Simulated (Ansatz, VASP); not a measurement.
## One calculation of PbS, two programs

```
Pb S
1.0
     2.93832   -2.93633   -0.00048
     2.93832    2.93633   -0.00048
    -1.08115    0.00000   11.63794
Pb S
2 2
Direct
  0.77286 0.77286 0.62274
  0.22714 0.22714 0.37726
  0.26949 0.26949 0.60571
  0.73051 0.73051 0.39429
```

Alike in both runs: functional PBEsol; k mesh 6 × 6 × 2; occupations gaussian, width 0.1 eV; no spin polarisation.

Ansatz relaxed the structure, and its values are those at the end. VASP's run is a single point on that final structure, the one shown.

```csv
,VASP,Ansatz
version,VASP 6.6.1,Ansatz 0.2.0
potentials or method,"VASP PAW PBE potentials, release 64 (Pb_d, S)","scalar-relativistic, plane waves, PAW"
plane-wave cutoff (eV),520,420
valence electrons in the cell,40,40
```

|  | VASP | Ansatz | Ansatz less VASP |
| --- | --- | --- | --- |
| gap on the k mesh at the Fermi level (eV) | 1.89 | 1.89 | -0.001 |
| least direct gap on the mesh (eV) | 2.01 | 2.01 | -0.001 |
| rms of the force components (eV/Å) | 0.022 | 0.020 | -0.0017 |

Caveats: the PAW data sets were made with another functional, which shifts forces and pressure a little (VASP); spin-orbit coupling is left out, which as a rule narrows the gap of such compounds by several tenths of an eV.
